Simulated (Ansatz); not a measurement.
# CaO (Fm-3m) at 2 levels of theory

One geometry, relaxed with PBE; plane waves with PAW potentials in Ansatz, scalar-relativistic. No spin polarisation. Gaps are the least over mesh and band path; pressure is positive in compression.

```cif
data_structure
_symmetry_space_group_name_H-M 'Fm-3m'
_symmetry_Int_Tables_number 225
_cell_length_a 4.8310
_cell_length_b 4.8310
_cell_length_c 4.8310
_cell_angle_alpha 90.000
_cell_angle_beta 90.000
_cell_angle_gamma 90.000
_cell_volume 112.75
loop_
_atom_site_label
_atom_site_type_symbol
_atom_site_symmetry_multiplicity
_atom_site_Wyckoff_symbol
_atom_site_fract_x
_atom_site_fract_y
_atom_site_fract_z
_atom_site_occupancy
Ca1 Ca 4 a 0.00000 0.00000 0.00000 1
O1 O 4 b 0.50000 0.00000 0.00000 1
```

```
level  cutoff (eV)  k mesh  gap (eV)  pressure (GPa)
  PBE          420   8×8×8      3.66             0.0
```

Q: What comes out on the same cell with r2SCAN?

A:
```csv
level,cutoff (eV),k mesh,gap (eV),pressure (GPa)
r2SCAN,500,8×8×8,4.20,-2.5
```

The cell was reached from a generator's guess, though it ends in a space group that the Crystallography Open Database lists for this formula.
